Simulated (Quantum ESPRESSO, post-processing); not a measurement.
# 2H-WSe2, layer by layer, part 8 of 8

Wanted: polarisability and band edges of 2H-WSe2, layer by layer.

Quantum ESPRESSO 7.5; plane-wave DFT, PBE, GBRV ultrasoft pseudopotentials.

So far. Step 13 (Variable-cell relaxation, 2 layers):  The last row is no step: it is a fresh SCF in the final cell with a new plane-wave basis, +2 meV from the row before. Step 17 (Electrostatic potential, 2 layers): The slope in the vacuum is 0.100 eV/Å for an applied 0.10 V/Å, as it should be.

### Step 18. Band structure, 2 layers: no field

n2.f0.bands.in

```
&control
  prefix = 'n2.f0.bands'
  outdir = './out'
  pseudo_dir = './pseudo'
  calculation = 'bands'
  tefield = .true.
  dipfield = .true.
/
&system
  ibrav = 0
  nat = 6
  ntyp = 2
  ecutwfc = 40
  ecutrho = 200
  occupations = 'smearing'
  smearing = 'fd'
  degauss = 0.004
  edir = 3
  emaxpos = 0.97
  eopreg = 0.04
  eamp = 0.0
  nbnd = 30
/
&electrons
  conv_thr = 1e-07
  mixing_beta = 0.4
  electron_maxstep = 120
  mixing_mode = 'local-TF'
/
ATOMIC_SPECIES
  Se  78.9710  se_pbe_v1.uspp.F.UPF
  W   183.8400  w_pbe_v1.2.uspp.F.UPF
CELL_PARAMETERS angstrom
  3.28475450300000 0.00000000000000 0.00000000000000
  -1.64237725200000 2.84468084500000 0.00000000000000
  0.00000000000000 0.00000000000000 27.78069586800000
ATOMIC_POSITIONS crystal
  Se  0.333333333300 0.666666666700 0.323167956000
  W   0.000000000000 0.000000000000 0.383848944900
  Se  0.333333333300 0.666666666700 0.444519030800
  Se  0.000000000000 0.000000000000 0.555480969200
  W   0.333333333300 0.666666666700 0.616151055100
  Se  0.000000000000 0.000000000000 0.676832044000
K_POINTS crystal_b
4
  0.0000000000 0.0000000000 0.0000000000 12
  0.5000000000 0.0000000000 0.0000000000 12
  0.3333333333 0.3333333333 0.0000000000 12
  0.0000000000 0.0000000000 0.0000000000 1
```

Run with:

```console
> cp -r out/n2.f0.save out/n2.f0.bands.save
> cp out/n2.f0.xml out/n2.f0.bands.xml
> OMP_NUM_THREADS=1 mpirun -n 4 pw.x -nk 4 -in n2.f0.bands.in > n2.f0.bands.out
```

What it wrote:

```text
[banner, memory and clock lines left out]
Program PWSCF v.7.5 starts

          URL

     Presently no symmetry can be used with electric field

     Atomic positions and unit cell read from directory:
     ./out/n2.f0.bands.save/

     G-vector sticks info

     bravais-lattice index     =            0
     lattice parameter (alat)  =       6.2073  a.u.
     unit-cell volume          =    1751.7664 (a.u.)^3
     number of atoms/cell      =            6
     number of atomic types    =            2
     number of electrons       =        52.00
     number of Kohn-Sham states=           30
     kinetic-energy cutoff     =      40.0000  Ry
     charge density cutoff     =     200.0000  Ry
     Exchange-correlation= SLA  PW   PBE  PBE
                           (   1   4   3   4   0   0   0)

     celldm(1)=   6.207286  celldm(2)=   0.000000  celldm(3)=   0.000000
     celldm(4)=   0.000000  celldm(5)=   0.000000  celldm(6)=   0.000000

     crystal axes: (cart. coord. in units of alat)
               a(1) = (   1.000000   0.000000   0.000000 )
               a(2) = (  -0.500000   0.866025   0.000000 )
               a(3) = (   0.000000   0.000000   8.457465 )

     reciprocal axes: (cart. coord. in units 2 pi/alat)
               b(1) = (  1.000000  0.577350 -0.000000 )
               b(2) = (  0.000000  1.154701  0.000000 )
               b(3) = (  0.000000 -0.000000  0.118239 )

     PseudoPot. # 1 for Se read from file:
     ./pseudo/se_pbe_v1.uspp.F.UPF
     Pseudo is Ultrasoft + core correction, Zval =  6.0
     Generated by new atomic code, or converted to UPF format
     Using radial grid of  877 points,  6 beta functions with:
                l(1) =   0
                l(2) =   0
                l(3) =   1
                l(4) =   1
                l(5) =   2
                l(6) =   2
     Q(r) pseudized with  8 coefficients,  rinner =    1.300   1.300   1.300
                                                       1.300   1.300

     PseudoPot. # 2 for W  read from file:
     ./pseudo/w_pbe_v1.2.uspp.F.UPF
     Pseudo is Ultrasoft + core correction, Zval = 14.0
     Generated by new atomic code, or converted to UPF format
     Using radial grid of  923 points,  8 beta functions with:
                l(1) =   0
                l(2) =   0
                l(3) =   0
                l(4) =   1
                l(5) =   1
                l(6) =   2
                l(7) =   2
                l(8) =   3
     Q(r) pseudized with  6 coefficients,  rinner =    1.350   1.350   1.350
                                                       1.350   1.350   1.350
                                                       1.350

     atomic species   valence    mass     pseudopotential
     Se                6.00    78.97100     Se( 1.00)
     W                14.00   183.84000     W ( 1.00)

     No symmetry found

   Cartesian axes

     site n.     atom                  positions (alat units)
         1        Se     tau(   1) = (  -0.0000000   0.5773503   2.7331816  )
         2        W      tau(   2) = (   0.0000000   0.0000000   3.2463890  )
         3        Se     tau(   3) = (  -0.0000000   0.5773503   3.7595041  )
         4        Se     tau(   4) = (   0.0000000   0.0000000   4.6979608  )
         5        W      tau(   5) = (  -0.0000000   0.5773503   5.2110759  )
         6        Se     tau(   6) = (   0.0000000   0.0000000   5.7242832  )

     number of k points=    37  Fermi-Dirac smearing, width (Ry)=  0.0040
                       cart. coord. in units 2pi/alat
        k(    1) = (   0.0000000   0.0000000   0.0000000), wk =   0.0540541
        k(    2) = (   0.0416667   0.0240563   0.0000000), wk =   0.0540541
        k(    3) = (   0.0833333   0.0481125   0.0000000), wk =   0.0540541
        k(    4) = (   0.1250000   0.0721688   0.0000000), wk =   0.0540541
        k(    5) = (   0.1666667   0.0962250   0.0000000), wk =   0.0540541
        k(    6) = (   0.2083333   0.1202813   0.0000000), wk =   0.0540541
        k(    7) = (   0.2500000   0.1443376   0.0000000), wk =   0.0540541
        k(    8) = (   0.2916667   0.1683938   0.0000000), wk =   0.0540541
        k(    9) = (   0.3333333   0.1924501   0.0000000), wk =   0.0540541
        k(   10) = (   0.3750000   0.2165064   0.0000000), wk =   0.0540541
        k(   11) = (   0.4166667   0.2405626   0.0000000), wk =   0.0540541
        k(   12) = (   0.4583333   0.2646189   0.0000000), wk =   0.0540541
        k(   13) = (   0.5000000   0.2886751   0.0000000), wk =   0.0540541
        k(   14) = (   0.4861111   0.3127314   0.0000000), wk =   0.0540541
        k(   15) = (   0.4722222   0.3367877   0.0000000), wk =   0.0540541
        k(   16) = (   0.4583333   0.3608439   0.0000000), wk =   0.0540541
        k(   17) = (   0.4444444   0.3849002   0.0000000), wk =   0.0540541
        k(   18) = (   0.4305556   0.4089564   0.0000000), wk =   0.0540541
        k(   19) = (   0.4166667   0.4330127   0.0000000), wk =   0.0540541
        k(   20) = (   0.4027778   0.4570690   0.0000000), wk =   0.0540541
        k(   21) = (   0.3888889   0.4811252   0.0000000), wk =   0.0540541
        k(   22) = (   0.3750000   0.5051815   0.0000000), wk =   0.0540541
        k(   23) = (   0.3611111   0.5292377   0.0000000), wk =   0.0540541
        k(   24) = (   0.3472222   0.5532940   0.0000000), wk =   0.0540541
        k(   25) = (   0.3333333   0.5773503   0.0000000), wk =   0.0540541
        k(   26) = (   0.3055556   0.5292377   0.0000000), wk =   0.0540541
        k(   27) = (   0.2777778   0.4811252   0.0000000), wk =   0.0540541
        k(   28) = (   0.2500000   0.4330127   0.0000000), wk =   0.0540541
        k(   29) = (   0.2222222   0.3849002   0.0000000), wk =   0.0540541
        k(   30) = (   0.1944444   0.3367877   0.0000000), wk =   0.0540541
        k(   31) = (   0.1666667   0.2886751   0.0000000), wk =   0.0540541
        k(   32) = (   0.1388889   0.2405626   0.0000000), wk =   0.0540541
        k(   33) = (   0.1111111   0.1924501   0.0000000), wk =   0.0540541
        k(   34) = (   0.0833333   0.1443376   0.0000000), wk =   0.0540541
        k(   35) = (   0.0555556   0.0962250   0.0000000), wk =   0.0540541
        k(   36) = (   0.0277778   0.0481125   0.0000000), wk =   0.0540541
        k(   37) = (   0.0000000   0.0000000   0.0000000), wk =   0.0540541

     Dense  grid:    83337 G-vectors     FFT dimensions: (  27,  27, 240)

     Smooth grid:    59959 G-vectors     FFT dimensions: (  25,  25, 216)

     The potential is recalculated from file :
     ./out/n2.f0.bands.save/charge-density

     negative rho (up, down):  1.394E-01 0.000E+00

     Adding external electric field

[...]
1.5203   1.6446   4.8378   4.8463   5.0771   5.2760

          k = 0.4722 0.3368 0.0000 (  7508 PWs)   bands (ev):

   -71.6774 -71.6773 -36.0248 -36.0247 -35.8844 -35.8844 -35.8536 -35.8535
   -10.4698 -10.3977 -10.2441 -10.1953  -4.0751  -3.9121  -2.9145  -2.8087
    -2.0058  -1.6477  -0.6691  -0.6567   0.0565   0.2197   0.8831   0.9925
     1.6324   1.7587   4.8164   4.8404   5.0951   5.2988

          k = 0.4583 0.3608 0.0000 (  7512 PWs)   bands (ev):

   -71.6773 -71.6772 -36.0221 -36.0220 -35.8841 -35.8840 -35.8591 -35.8590
   -10.4488 -10.3784 -10.2307 -10.1837  -4.0187  -3.8580  -2.9079  -2.8222
    -1.9886  -1.6358  -0.7421  -0.7111   0.0530   0.2429   0.5888   0.7092
     1.7170   1.8509   4.7728   4.8308   5.1292   5.3285

          k = 0.4444 0.3849 0.0000 (  7496 PWs)   bands (ev):

   -71.6772 -71.6771 -36.0183 -36.0182 -35.8835 -35.8834 -35.8663 -35.8661
   -10.4205 -10.3527 -10.2128 -10.1683  -3.9407  -3.7837  -2.9016  -2.8424
    -1.9666  -1.6218  -0.8363  -0.7603   0.0408   0.2532   0.2694   0.4013
     1.7840   1.9261   4.7179   4.7959   5.1830   5.3610

          k = 0.4306 0.4090 0.0000 (  7496 PWs)   bands (ev):

   -71.6770 -71.6770 -36.0136 -36.0134 -35.8829 -35.8828 -35.8752 -35.8751
   -10.3862 -10.3218 -10.1912 -10.1499  -3.8425  -3.6909  -2.8980  -2.8699
    -1.9415  -1.6084  -0.9266  -0.8119  -0.0985   0.0514   0.0577   0.2752
     1.8436   1.9923   4.6504   4.7302   5.2502   5.3962

          k = 0.4167 0.4330 0.0000 (  7488 PWs)   bands (ev):

   -71.6768 -71.6768 -36.0078 -36.0076 -35.8855 -35.8853 -35.8822 -35.8821
   -10.3473 -10.2873 -10.1670 -10.1298  -3.7256  -3.5818  -2.9048  -2.8998
    -1.9153  -1.5991  -1.0040  -0.8677  -0.4203  -0.2809   0.0302   0.2611
     1.9042   2.0565   4.5685   4.6364   5.2808   5.4366

          k = 0.4028 0.4571 0.0000 (  7484 PWs)   bands (ev):

   -71.6767 -71.6766 -36.0014 -36.0013 -35.8966 -35.8964 -35.8815 -35.8814
   -10.3059 -10.2515 -10.1416 -10.1092  -3.5925  -3.4596  -2.9455  -2.9092
    -1.8898  -1.5997  -1.0664  -0.9609  -0.6935  -0.6018   0.0081   0.2347
     1.9714   2.1237   4.4715   4.5214   5.1714   5.4834

          k = 0.3889 0.4811 0.0000 (  7458 PWs)   bands (ev):

   -71.6765 -71.6765 -35.9942 -35.9941 -35.9080 -35.9079 -35.8808 -35.8807
   -10.2640 -10.2165 -10.1164 -10.0897  -3.4468  -3.3290  -2.9891  -2.9263
    -1.8678  -1.6252  -1.1595  -1.1333  -0.8711  -0.8180  -0.0138   0.1951
     2.0469   2.1964   4.3629   4.3942   5.0338   5.5278

          k = 0.3750 0.5052 0.0000 (  7452 PWs)   bands (ev):

   -71.6764 -71.6763 -35.9864 -35.9864 -35.9199 -35.9197 -35.8801 -35.8800
   -10.2242 -10.1855 -10.0931 -10.0726  -3.2950  -3.1974  -3.0307  -2.9490
    -1.8575  -1.7164  -1.3469  -1.2762  -0.9964  -0.8615  -0.0320   0.1454
     2.1275   2.2726   4.2504   4.2667   4.9230   5.5141

          k = 0.3611 0.5292 0.0000 (  7454 PWs)   bands (ev):

   -71.6763 -71.6762 -35.9786 -35.9786 -35.9312 -35.9310 -35.8794 -35.8794
   -10.1895 -10.1614 -10.0735 -10.0597  -3.1537  -3.0776  -3.0600  -2.9728
    -1.8872  -1.8766  -1.4333  -1.4327  -1.0086  -0.8892  -0.0407   0.0903
     2.2045   2.3454   4.1472   4.1539   4.8457   5.4653

          k = 0.3472 0.5533 0.0000 (  7444 PWs)   bands (ev):

   -71.6762 -71.6761 -35.9714 -35.9713 -35.9405 -35.9403 -35.8791 -35.8790
   -10.1629 -10.1478 -10.0594 -10.0523  -3.1087  -3.0099  -2.9942  -2.9882
    -2.0478  -1.9296  -1.5015  -1.4702  -0.9862  -0.9173  -0.0341   0.0364
     2.2628   2.4016   4.0714   4.0737   4.8019   5.4345

          k = 0.3333 0.5774 0.0000 (  7446 PWs)   bands (ev):

   -71.6761 -71.6761 -35.9679 -35.9679 -35.9447 -35.9445 -35.8790 -35.8789
   -10.1480 -10.1479 -10.0520 -10.0519  -3.1142  -2.9996  -2.9621  -2.9620
    -2.1132  -1.9608  -1.4970  -1.4970  -0.9513  -0.9513  -0.0081  -0.0080
     2.2853   2.4238   4.0434   4.0435   4.7884   5.4250

          k = 0.3056 0.5292 0.0000 (  7450 PWs)   bands (ev):

   -71.6763 -71.6762 -35.9765 -35.9764 -35.9326 -35.9324 -35.8796 -35.8795
   -10.1998 -10.1666 -10.0782 -10.0609  -3.1059  -3.0642  -3.0397  -2.9590
    -1.9035  -1.8451  -1.5571  -1.3907  -1.0356  -0.8843  -0.0299   0.1043
     2.1954   2.3294   4.1397   4.1681   4.8308   5.4481

          k = 0.2778 0.4811 0.0000 (  7458 PWs)   bands (ev):

   -71.6767 -71.6767 -35.9842 -35.9841 -35.9130 -35.9129 -35.8816 -35.8814
   -10.3296 -10.2662 -10.1473 -10.1048  -3.2144  -3.1759  -2.9096  -2.8201
    -1.7162  -1.6961  -1.4432  -1.1723  -1.1097  -0.8495   0.0788   0.2772
     1.9987   2.1130   4.2795   4.4383   4.9210   5.4004

          k = 0.2500 0.4330 0.0000 (  7486 PWs)   bands (ev):

   -71.6775 -71.6774 -35.9840 -35.9838 -35.8928 -35.8927 -35.8850 -35.8848
   -10.5370 -10.4482 -10.2586 -10.1862  -3.2096  -3.1630  -2.6540  -2.5708
    -1.8530  -1.6777  -1.2631  -0.9463  -0.9027  -0.7251   0.2961   0.4783
     1.8141   1.8973   4.2068   4.6200   5.0077   5.2387

          k = 0.2222 0.3849 0.0000 (  7472 PWs)   bands (ev):

   -71.6785 -71.6785 -35.9742 -35.9740 -35.8894 -35.8891 -35.8733 -35.8732
   -10.8070 -10.6979 -10.4029 -10.3001  -3.0725  -3.0029  -2.3252  -2.2235
    -2.0265  -1.7713  -1.2757  -0.8901  -0.4383  -0.3661   0.5631   0.6778
     1.6928   1.7458   3.9786   4.5001   5.0289   5.1036

          k = 0.1944 0.3368 0.0000 (  7482 PWs)   bands (ev):

   -71.6798 -71.6798 -35.9555 -35.9554 -35.8951 -35.8950 -35.8552 -35.8551
   -11.1147 -10.9907 -10.5672 -10.4361  -2.8908  -2.7172  -2.2893  -2.0378
    -1.8306  -1.7118  -1.2088  -0.8083   0.0079   0.0211   0.8314   0.8513
     1.6152   1.6485   3.8048   4.3031   4.9162   4.9666

          k = 0.1667 0.2887 0.0000 (  7502 PWs)   bands (ev):

   -71.6814 -71.6813 -35.9297 -35.9296 -35.9017 -35.9016 -35.8394 -35.8393
   -11.4333 -11.2991 -10.7381 -10.5816  -2.9614  -2.4445  -2.1714  -2.1529
    -1.4787  -1.2431  -0.9537  -0.6370   0.3598   0.3647   0.9826   1.0666
     1.5515   1.5786   3.7927   4.2548   4.7618   4.8549

          k = 0.1389 0.2406 0.0000 (  7488 PWs)   bands (ev):

   -71.6830 -71.6829 -35.9085 -35.9085 -35.8991 -35.8991 -35.8255 -35.8252
   -11.7387 -11.5982 -10.9028 -10.7247  -3.2524  -2.6682  -1.7917  -1.7455
    -1.2414  -0.7874  -0.4802  -0.3227   0.5344   0.5423   1.0671   1.2445
     1.5508   1.6075   3.9363   4.3629   4.7202   4.7699

          k = 0.1111 0.1925 0.0000 (  7457 PWs)   bands (ev):

   -71.6845 -71.6845 -35.9152 -35.9152 -35.8671 -35.8671 -35.8137 -35.8136
   -12.0121 -11.8678 -11.0510 -10.8551  -3.5654  -2.9715  -1.2920  -1.2603
    -1.0353  -0.4177   0.0544   0.1321   0.4870   0.5015   1.1136   1.3465
     1.6440   1.8177   4.1840   4.5356   4.7550   4.8370

          k = 0.0833 0.1443 0.0000 (  7465 PWs)   bands (ev):

   -71.6859 -71.6858 -35.9212 -35.9211 -35.8377 -35.8376 -35.8049 -35.8048
   -12.2388 -12.0926 -11.1743 -10.9646  -3.8412  -3.2429  -0.8360  -0.7934
    -0.7700  -0.0756   0.3358   0.3520   0.5440   0.5912   1.1416   1.3775
     1.7343   2.0922   4.5251   4.7451   4.8480   5.0450

          k = 0.0556 0.0962 0.0000 (  7499 PWs)   bands (ev):

   -71.6870 -71.6869 -35.9258 -35.9257 -35.8144 -35.8142 -35.7986 -35.7985
   -12.4081 -12.2610 -11.2665 -11.0471  -4.0533  -3.4535  -0.6588  -0.3564
    -0.3407   0.1940   0.2059   0.2614   0.9051   0.9423   1.1689   1.3430
     1.7721   2.3127   4.9417   5.0193   5.0406   5.1466

          k = 0.0278 0.0481 0.0000 (  7517 PWs)   bands (ev):

   -71.6877 -71.6876 -35.9287 -35.9287 -35.7990 -35.7989 -35.7948 -35.7948
   -12.5126 -12.3651 -11.3235 -11.0982  -4.1863  -3.5863  -0.5373  -0.0496
    -0.0382   0.0963   0.1067   0.5597   1.1154   1.1476   1.1984   1.2531
     1.7745   2.4369   5.2457   5.2576   5.3254   5.3279

          k = 0.0000 0.0000 0.0000 (  7557 PWs)   bands (ev):

   -71.6879 -71.6879 -35.9300 -35.9299 -35.7938 -35.7938 -35.7937 -35.7937
   -12.5479 -12.4004 -11.3428 -11.1155  -4.2316  -3.6316  -0.4939   0.0620
     0.0620   0.0721   0.0721   0.7068   1.1816   1.1816   1.2127   1.2127
     1.7708   2.4736   5.3164   5.3164   5.3611   5.3611

     XML data file, pseudopotentials, collected wavefunctions

                                        0.00s GPU  (     849 calls)
[key lines of the parts left out:]
Dipole field          0.0000 Ry au,
```

Elapsed: 62 s, on 4 MPI ranks of Arm Neoverse V1, shared host; peak memory 0.43 GiB; 4.1 min of CPU time.

This step gave:

```
dipole along the normal              : 0 e·Å
valence top, on the run's zero       : 2.474 eV
conduction bottom, on the run's zero : 3.793 eV
gap by band count                    : 1.319 eV
```

Band numbers count within the set of bands kept for display. The electronic bands at the labelled points (eV, zero at the highest filled level of the SCF mesh; v1 is the highest filled band, c1 the lowest empty one):

```tsv
point	v4	v3	v2	v1	c1	c2	c3	c4
Γ	-1.26	-1.26	-0.70	0.00	2.84	2.84	2.89	2.89
halfway	-1.62	-1.61	-1.12	-1.04	1.64	2.06	2.24	2.37
M	-1.18	-1.11	-1.06	-0.92	2.36	2.38	2.60	2.79
halfway	-2.44	-2.21	-0.57	-0.42	2.09	2.16	2.81	2.96
K	-2.48	-2.48	-0.19	-0.05	1.57	1.57	2.31	2.95
halfway	-1.49	-1.41	-0.92	-0.90	1.32	1.78	2.29	2.38
Γ	-1.26	-1.26	-0.70	0.00	2.84	2.84	2.89	2.89
```

Along this path the valence top lies at Γ and the conduction bottom between K and Γ. The valence levels at Γ and K lie only 0.05 eV apart, so strain, functional or spin-orbit coupling can change their order; in real monolayers of this family spin-orbit coupling lifts K.

### Step 19. Polarisability from the dipole between 0 and 0.1 V/A, 2 layers

Read from the output:

```
polarisability a cell      : 8.356 Å³
sheet polarisability 4πα/A : 11.24 Å
```

Table of change of the potential energy, second field less first by z:

```tsv
z (Å)	change of the potential energy, second field less first (eV)
0	-0.414
1	-0.727
2	-0.627
3	-0.527
4	-0.427
5	-0.328
6	-0.228
7	-0.134
8	-0.0671
9	-0.0483
10	-0.0457
11	-0.0398
12	-0.0377
13	-0.0286
14	0.00449
15	0.0317
16	0.0375
17	0.0403
18	0.0449
19	0.0488
20	0.0760
21	0.153
22	0.250
23	0.349
24	0.449
25	0.549
26	0.649
27	0.671
```

### Step 20. The series side by side

All levels:

```tsv
level	sheet polarisability (Å)	gap without a field (eV)	vacuum over the valence top of the mesh (eV)	CPU time (s)
1 layer	5.59	1.648	5.054	291.9
2 layers	11.24	1.319	4.953	1203
```

### Step 21. The arithmetic

From 1 to 2 layers, over the growth of the distance between the outermost mean planes: (11.237 − 5.590) Å / 6.454 Å = 0.875 = 1 − 1/ε, so ε = 8.0.

### Step 22. Summary of results

- 4πα/A of 1 layer: 5.59 Å
- gap along the path, 1 layer: 1.65 eV
- Kohn-Sham ionisation potential, 1 layer: 5.05 eV
- 4πα/A of 2 layers: 11.24 Å
- gap along the path, 2 layers: 1.32 eV
- Kohn-Sham ionisation potential, 2 layers: 4.95 eV

**Reading.** The sheet polarisability 4πα/A grows as 5.59 and 11.24 Å for 1 and 2 layers (PBE, GBRV ultrasoft). The last layer adds 6.45 Å between the outermost mean planes and 5.65 Å of 4πα/A; 1 − 1/ε = 0.875 gives ε = 8.0 along the normal for the stacked crystal at this spacing. The gap runs 1.65 and 1.32 eV. Relaxed under PBE-D3(BJ), the lattice constant goes from 3.286 to 3.285 Å. For one layer the induced dipoles at +0.1 and −0.1 V/Å differ in size by 0.4 %. With spin-orbit coupling (other, fully relativistic files) the single layer's gap along the path is 1.31 eV against 1.65 eV. The nearest atoms of neighbouring layers lie 3.62 Å apart. With 1 − 1/ε so near one, ε is touchy: 0.1 Å more spacing would give ε = 7.2. On the path the edges lie as follows: K to between K and Γ for 1 and Γ to between K and Γ for 2 (valence top to conduction bottom, by number of layers). One stacking was chosen. The ions are clamped in the field. Semilocal gaps are too small and shrink less with thickness than quasiparticle gaps, which also feel the screening by neighbours.

[Logs are printed without paths, hosts, clocks, repeated set-up lines and the standing remarks that a program may print on its own settings, such as how far it seeks lower states.]

[Hosts, paths, dates, database ids (printed as entryN), source tags and the programs' standing remarks are cut or masked in the printed files.]

[Maps of the electrostatic potential energy from Ansatz leave out the sawtooth potential of an applied field or a dipole correction, so their vacuum need not be flat; planar profiles and work functions include it.]
